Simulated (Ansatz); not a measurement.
**HgS: a relaxation**

Wanted: a converged relaxation for HgS, and a check of what comes out. The structure is shown as the input types it.

Program: Ansatz 0.2.0. Level of theory: DFT, LDA, PAW with Ansatz's default frozen-core files, scalar-relativistic; relaxation of cell and atoms. These are calculated values, not measurements.

## 1. Starting point

The structure is cubic, space group F-43m (No. 216). Conventional cell: a = 5.852 Å, b = 5.852 Å, c = 5.852 Å, α = 90.00°, β = 90.00°, γ = 90.00°. Around Hg (site symmetry -43m) lie 4 S at 2.53 Å. S (site symmetry -43m) is surrounded by 4 Hg at 2.53 Å.

Coordinates:

```cif
data_structure
_symmetry_space_group_name_H-M 'F-43m'
_symmetry_Int_Tables_number 216
_cell_length_a 5.8517
_cell_length_b 5.8517
_cell_length_c 5.8517
_cell_angle_alpha 90.000
_cell_angle_beta 90.000
_cell_angle_gamma 90.000
_cell_volume 200.38
loop_
_atom_site_label
_atom_site_type_symbol
_atom_site_symmetry_multiplicity
_atom_site_Wyckoff_symbol
_atom_site_fract_x
_atom_site_fract_y
_atom_site_fract_z
_atom_site_occupancy
Hg1 Hg 4 a 0.00000 0.00000 0.00000 1
S1 S 4 c 0.25000 0.25000 0.25000 1
```

## 2. Running it

The input, input.yaml:

```yaml
crystal:
  lattice:
    - [0.0, 2.92585, 2.92585]
    - [2.92585, 0.0, 2.92585]
    - [2.92585, 2.92585, 0.0]
  atoms:
    - { symbol: Hg, position: [0.0, 0.0, 0.0] }
    - { symbol: S, position: [0.75, 0.75, 0.75] }
kpoints:
  mp_grid: { grid: [10, 10, 10] }
scf:
  occupations: { method: fermi_dirac, width: 0.1 }
  max_iter: 5
hamiltonian:
  xc: lda
  pseudopotentials: { kind: paw }
relax:
  f_tol: 0.002
  max_steps: 80
  cell: {}
output:
  forces: true
  stress: true
```

Command:

```
$ ansatz run input.yaml --threads 1 --pin off --max-ram 3072MiB --backend cpu --events-out ev --progress --plain --runs-dir out
```

What happens when this is run?

No self-consistency after 5 cycles. The density residual dr2 fell from 0.0253 to 2.1e-7 eV (threshold 1.0e-7) and was still falling. Nothing that it prints is a result.

The suspect setting: scf.max_iter is 5. The cap on SCF cycles is too low for this system: the loop was cut off before the input and output densities agreed.

Remedy: delete scf.max_iter (the default then holds).
